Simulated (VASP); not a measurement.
# Si (Fm-3m) in VASP: further runs, part 2 of 2

VASP 6.6.1. Earlier steps stand in the parts before.

**4. Relaxation of the atoms, PBE+D3(BJ)**

INCAR

```
ALGO = Fast ; EDIFF = 1E-7
EDIFFG = -0.01 ; ENCUT = 600
GGA = PE ; IBRION = 2
ISIF = 2 ; ISMEAR = 1
IVDW = 12 ; LASPH = T
LCHARG = F ; LREAL = F
LWAVE = F ; NELM = 80
NSW = 40 ; PREC = Accurate
SIGMA = 0.1
```

KPOINTS

```
k-points
0
Gamma
  16 16 16
```

POSCAR

```
Si                                      
1.0
    0.0000000000      1.8965578510      1.8965578510
    1.8965578510      0.0000000000      1.8965578510
    1.8965578510      1.8965578510      0.0000000000
  Si            
     1
Direct
     0.0000000000000000    0.0000000000000000    0.0000000000000000
```

On the command line:

```sh
> cat potpaw_PBE.64/Si/POTCAR > POTCAR
> mpirun -np 1 vasp_std > vasp.out
```

Run time: 5.5 s. Hardware: 1 thread of Intel Xeon 6975P-C (Granite Rapids), shared host; peak memory 0.14 GiB.

It converged, with:

| Quantity | Value |
| --- | --- |
| Free energy | -5.3269 eV |
| Pressure after relaxing | 0.0 GPa |
| Band gap on the k mesh | none (metal or under the smearing width) |
| Dispersion energy per atom | -0.455 eV |

Final structure:
```
Si
1.0
     0.00000    1.89656    1.89656
     1.89656    0.00000    1.89656
     1.89656    1.89656    0.00000
Si
1
Cartesian
  0.0000 0.0000 0.0000
```

Levels at points of the mesh, in eV from the Fermi level:
```
           k point  band 1  band 2  band 3  band 4  band 5  band 6
(0.00, 0.00, 0.00)  -15.02   11.86   11.86   11.86   12.15   12.15
(0.50, 0.00, 0.00)   -7.79   -7.35    9.11    9.11   11.02   11.02
(0.50, 0.50, 0.00)   -5.66   -4.55    3.36    3.36    4.29    7.17
```

Caveat: the relaxation stopped at its first step, so nothing moved; pairwise dispersion overbinds metals, which lowers pressure and volume.

**5. Relaxation of the atoms, PBE+D3(BJ) (a relaxed cell with its volume scaled by 1.02)**

INCAR is that of step 4.

KPOINTS is that of step 4.

POSCAR

```
Si                                      
1.0
    0.0000000000      1.9091182028      1.9091182028
    1.9091182028      0.0000000000      1.9091182028
    1.9091182028      1.9091182028      0.0000000000
  Si            
     1
Direct
     0.0000000000000000    0.0000000000000000    0.0000000000000000
```

On the command line:

```sh
> cat potpaw_PBE.64/Si/POTCAR > POTCAR
> mpirun -np 1 vasp_std > vasp.out
```

Wall time 5.5 s (1 thread of Intel Xeon 6975P-C (Granite Rapids), shared host); peak memory 0.14 GiB.

It converged, with:

- Free energy: -5.3252 eV
- Pressure after relaxing: -1.9 GPa
- Band gap on the k mesh: none (metal or under the smearing width)
- Dispersion energy per atom: -0.446 eV

Final structure:
```
CELL_PARAMETERS angstrom
0.00000 1.90912 1.90912
1.90912 0.00000 1.90912
1.90912 1.90912 0.00000
ATOMIC_POSITIONS crystal
Si 0.00000 0.00000 0.00000
```

Levels at points of the mesh, in eV from the Fermi level:
```csv
k point,band 1,band 2,band 3,band 4,band 5,band 6
"(0.00, 0.00, 0.00)",-14.84,11.60,11.60,11.60,12.06,12.06
"(0.50, 0.00, 0.00)",-7.74,-7.23,8.90,8.90,10.95,10.95
"(0.50, 0.50, 0.00)",-5.57,-4.55,3.29,3.29,4.31,7.03
```

Caveat: the relaxation stopped at its first step, so nothing moved; pairwise dispersion overbinds metals, which lowers pressure and volume.

**6. Relaxation of the atoms, PBE+D3(BJ) (a relaxed cell with its volume scaled by 1.04)**

INCAR is that of step 5.

KPOINTS is that of step 5.

POSCAR

```
Si                                      
1.0
    0.0000000000      1.9215154216      1.9215154216
    1.9215154216      0.0000000000      1.9215154216
    1.9215154216      1.9215154216      0.0000000000
  Si            
     1
Direct
     0.0000000000000000    0.0000000000000000    0.0000000000000000
```

Potentials or basis: VASP PAW PBE potentials, release 64 (Si).

On the command line:

```sh
> cat potpaw_PBE.64/Si/POTCAR > POTCAR
> mpirun -np 1 vasp_std > vasp.out
```

OUTCAR:

```text
EDIFF = 1E-7
   EDIFFG = -0.01
   ENCUT = 600
   GGA = PE
   IBRION = 2
   ISIF = 2
   ISMEAR = 1
   IVDW = 12
   LASPH = T
   LREAL = F
   NELM = 80
   NSW = 40
   PREC = Accurate
 IVDW          = 12

 ion  position               nearest neighbor table
   1  0.000  0.000  0.000-

  LATTYP: Found a face centered cubic cell.
 ALAT       =     3.8430308432

  Lattice vectors:

 A1 = (   0.0000000000,   1.9215154216,   1.9215154216)
 A2 = (   1.9215154216,   0.0000000000,   1.9215154216)
 A3 = (   1.9215154216,   1.9215154216,   0.0000000000)

Analysis of symmetry for initial positions (statically):
=====================================================================
 Subroutine PRICEL returns:
 Original cell was already a primitive cell.

 Routine SETGRP: Setting up the symmetry group for a
 face centered cubic supercell.

 Subroutine GETGRP returns: Found 48 space group operations
 (whereof 48 operations were pure point group operations)
 out of a pool of 48 trial point group operations.

The static configuration has the point symmetry O_h .
[... 162 lines left out ...]

 E-fermi :  10.4595     XC(G=0): -11.2747

 val. band max:       10.3930878646   @ k =  -0.2500   0.4375   0.1875
 cond. band min:      10.4615218438   @ k =   0.5000   0.3750   0.0000
 fundamental gap:      0.0684339792
 Fermi energy:        10.4595436698

 k-point     1 :       0.0000    0.0000    0.0000
  band No.  band energies     occupation
      1      -4.2059      2.00000
      2      21.8092      0.00000
      3      21.8092      0.00000
      4      21.8093      0.00000
      5      22.4354      0.00000
      6      22.4354      0.00000
[... 199 lines left out ...]
 k-point    24 :      -0.0625    0.0625    0.0000
  band No.  band energies     occupation
      1      -3.8985      2.00000
      2      18.7618      0.00000
      3      19.0315      0.00000
      4      21.8888      0.00000
      5      22.7328      0.00000
      6      23.9367      0.00000

 [... further k-points ...]

------------------------ aborting loop because EDIFF is reached ----------------------------------------

 Edisp (eV)   -0.43723

 E8    (eV) :    -0.1787

  FORCE on cell =-STRESS in cart. coord.  units (eV):
  Direction    XX          YY          ZZ          XY          YZ          ZX
  --------------------------------------------------------------------------------------
  -------------------------------------------------------------------------------------
  Total      -0.32809    -0.32809    -0.32809     0.00000     0.00000     0.00000
  in kB     -37.04657   -37.04657   -37.04657     0.00000     0.00000     0.00000
  external pressure =      -37.05 kB  Pullay stress =        0.00 kB

 VOLUME and BASIS-vectors are now :
 -----------------------------------------------------------------------------
  energy-cutoff  :      600.00
  volume of cell :       14.19
      direct lattice vectors                 reciprocal lattice vectors
     0.000000000  1.921515422  1.921515422    -0.260211287  0.260211287  0.260211287
     1.921515422  0.000000000  1.921515422     0.260211287 -0.260211287  0.260211287
     1.921515422  1.921515422  0.000000000     0.260211287  0.260211287 -0.260211287

 POSITION                                       TOTAL-FORCE (eV/Angst)
 -----------------------------------------------------------------------------------
      0.00000      0.00000      0.00000         0.000000      0.000000      0.000000
 -----------------------------------------------------------------------------------
    total drift:                                0.000000     -0.000000     -0.000000

  FREE ENERGIE OF THE ION-ELECTRON SYSTEM (eV)
  ---------------------------------------------------
  free  energy   TOTEN  =        -5.3203894863 eV

  energy  without entropy=       -5.3205905030  energy(sigma->0) =       -5.32045649

 reached required accuracy - stopping structural energy minimisation
```

OSZICAR:

```text
N       E                     dE             d eps       ncg     rms          rms(c)
DAV:   1    -0.459916709931E+00   -0.45992E+00   -0.20224E+03  1830   0.587E+02
DAV:   2    -0.486276183641E+01   -0.44028E+01   -0.40466E+01  2406   0.474E+01
DAV:   3    -0.490424547163E+01   -0.41484E-01   -0.41478E-01  2118   0.501E+00
DAV:   4    -0.490432473307E+01   -0.79261E-04   -0.79261E-04  2448   0.238E-01
DAV:   5    -0.490432480317E+01   -0.70098E-07   -0.71229E-07  2112   0.490E-03    0.275E+00
RMM:   6    -0.489090738979E+01    0.13417E-01   -0.28060E-03  1740   0.360E-01    0.156E+00
RMM:   7    -0.488314620484E+01    0.77612E-02   -0.66992E-03  1740   0.569E-01    0.129E-01
RMM:   8    -0.488315745766E+01   -0.11253E-04   -0.34273E-04  1740   0.195E-01    0.365E-02
RMM:   9    -0.488316009468E+01   -0.26370E-05   -0.35833E-05  1740   0.623E-02    0.154E-02
RMM:  10    -0.488315882257E+01    0.12721E-05   -0.42714E-06  1740   0.225E-02    0.658E-03
RMM:  11    -0.488315764857E+01    0.11740E-05   -0.54795E-07  1730   0.650E-03    0.202E-03
RMM:  12    -0.488315785137E+01   -0.20280E-06   -0.66687E-08  1311   0.287E-03    0.217E-03
RMM:  13    -0.488315782445E+01    0.26918E-07   -0.93209E-09  1173   0.110E-03
   1 F= -.53203895E+01 E0= -.53204565E+01  d E =-.532039E+01
```

CONTCAR:

```text
Si
   1.00000000000000
     0.0000000000000000    1.9215154216000001    1.9215154216000001
     1.9215154216000001    0.0000000000000000    1.9215154216000001
     1.9215154216000001    1.9215154216000001    0.0000000000000000
  Si
     1
Direct
     0.0000000000000000    0.0000000000000000    0.0000000000000000

  0.00000000E+00  0.00000000E+00  0.00000000E+00
```

Run time: 7.6 s. Hardware: 1 thread of Intel Xeon 6975P-C (Granite Rapids), shared host; peak memory 0.14 GiB.

What came out:

* Free energy: -5.3204 eV
* Pressure after relaxing: -3.7 GPa
* Band gap on the k mesh: none (metal or under the smearing width)
* Dispersion energy per atom: -0.437 eV

Final structure:
```
CELL_PARAMETERS angstrom
0.00000 1.92152 1.92152
1.92152 0.00000 1.92152
1.92152 1.92152 0.00000
ATOMIC_POSITIONS crystal
Si 0.00000 0.00000 0.00000
```

Levels at points of the mesh, in eV from the Fermi level:
| k point | band 1 | band 2 | band 3 | band 4 | band 5 |
| --- | --- | --- | --- | --- | --- |
| (0.00, 0.00, 0.00) | -14.67 | 11.35 | 11.35 | 11.35 | 11.98 |
| (0.50, 0.00, 0.00) | -7.70 | -7.11 | 8.71 | 8.71 | 10.88 |
| (0.50, 0.50, 0.00) | -5.48 | -4.55 | 3.22 | 3.22 | 4.34 |

Caveat: the relaxation stopped at its first step, so nothing moved; pairwise dispersion overbinds metals, which lowers pressure and volume.

**7. Relaxation of the atoms, PBE+D3(BJ) (a relaxed cell with its volume scaled by 1.06)**

INCAR is that of step 6.

KPOINTS is that of step 6.

POSCAR

```
Si                                      
1.0
    0.0000000000      1.9337547033      1.9337547033
    1.9337547033      0.0000000000      1.9337547033
    1.9337547033      1.9337547033      0.0000000000
  Si            
     1
Direct
     0.0000000000000000    0.0000000000000000    0.0000000000000000
```

Potentials or basis: VASP PAW PBE potentials, release 64 (Si).

On the command line:

```sh
> cat potpaw_PBE.64/Si/POTCAR > POTCAR
> mpirun -np 1 vasp_std > vasp.out
```

OUTCAR:

```text
EDIFF = 1E-7
   EDIFFG = -0.01
   ENCUT = 600
   GGA = PE
   IBRION = 2
   ISIF = 2
   ISMEAR = 1
   IVDW = 12
   LASPH = T
   LREAL = F
   NELM = 80
   NSW = 40
   PREC = Accurate
 IVDW          = 12

 ion  position               nearest neighbor table
   1  0.000  0.000  0.000-

  LATTYP: Found a face centered cubic cell.
 ALAT       =     3.8675094066

  Lattice vectors:

 A1 = (   0.0000000000,   1.9337547033,   1.9337547033)
 A2 = (   1.9337547033,   0.0000000000,   1.9337547033)
[... 400 lines left out ...]

 [... further k-points ...]

------------------------ aborting loop because EDIFF is reached ----------------------------------------

 Edisp (eV)   -0.42870

 E8    (eV) :    -0.1752

  FORCE on cell =-STRESS in cart. coord.  units (eV):
  Direction    XX          YY          ZZ          XY          YZ          ZX
  --------------------------------------------------------------------------------------
  -------------------------------------------------------------------------------------
  Total      -0.47479    -0.47479    -0.47479     0.00000     0.00000     0.00000
  in kB     -52.59884   -52.59884   -52.59884     0.00000     0.00000     0.00000
  external pressure =      -52.60 kB  Pullay stress =        0.00 kB

 VOLUME and BASIS-vectors are now :
 -----------------------------------------------------------------------------
  energy-cutoff  :      600.00
  volume of cell :       14.46
      direct lattice vectors                 reciprocal lattice vectors
     0.000000000  1.933754703  1.933754703    -0.258564336  0.258564336  0.258564336
     1.933754703  0.000000000  1.933754703     0.258564336 -0.258564336  0.258564336
     1.933754703  1.933754703  0.000000000     0.258564336  0.258564336 -0.258564336

 POSITION                                       TOTAL-FORCE (eV/Angst)
 -----------------------------------------------------------------------------------
      0.00000      0.00000      0.00000         0.000000      0.000000     -0.000000
 -----------------------------------------------------------------------------------
    total drift:                                0.000000     -0.000000     -0.000000

  FREE ENERGIE OF THE ION-ELECTRON SYSTEM (eV)
  ---------------------------------------------------
  free  energy   TOTEN  =        -5.3127322934 eV

  energy  without entropy=       -5.3126384154  energy(sigma->0) =       -5.31270100

 reached required accuracy - stopping structural energy minimisation
```

Wall time 5.8 s (1 thread of Intel Xeon 6975P-C (Granite Rapids), shared host); peak memory 0.15 GiB.

What came out:

```
Free energy                : -5.3127 eV
Pressure after relaxing    : -5.3 GPa
Band gap on the k mesh     : none (metal or under the smearing width)
Dispersion energy per atom : -0.429 eV
```

Final structure:
```cif
data_structure
_symmetry_space_group_name_H-M 'P 1'
_symmetry_Int_Tables_number 1
_cell_length_a 2.7347
_cell_length_b 2.7347
_cell_length_c 2.7347
_cell_angle_alpha 60.000
_cell_angle_beta 60.000
_cell_angle_gamma 60.000
_cell_volume 14.46
loop_
_atom_site_label
_atom_site_type_symbol
_atom_site_fract_x
_atom_site_fract_y
_atom_site_fract_z
_atom_site_occupancy
Si1 Si 0.00000 0.00000 0.00000 1
```

Caveat: the relaxation stopped at its first step, so nothing moved; pairwise dispersion overbinds metals, which lowers pressure and volume.

**8. The runs side by side**

| cell | gap on the mesh (eV) | pressure (GPa) |
| --- | --- | --- |
| atoms relaxed from: a relaxed cell with its volume scaled by 0.96 | none | 4.5 |
| atoms relaxed from: a relaxed cell with its volume scaled by 0.98 | none | 2.2 |
| atoms relaxed | none | 0.0 |
| atoms relaxed from: a relaxed cell with its volume scaled by 1.02 | none | -1.9 |
| atoms relaxed from: a relaxed cell with its volume scaled by 1.04 | none | -3.7 |
| atoms relaxed from: a relaxed cell with its volume scaled by 1.06 | none | -5.3 |

Alike in all rows: task relaxation of the atoms; level PBE+D3(BJ); potentials or basis VASP PAW PBE potentials, release 64 (Si); no spin polarisation; k mesh 16 × 16 × 16; cutoff (eV) 600; smearing methfessel-paxton 0.1 eV.

Caveats: the relaxation stopped at its first step, so nothing moved; pairwise dispersion overbinds metals, which lowers pressure and volume.

Total energies depend on the potentials used, so only differences within one code and one set of settings carry meaning.
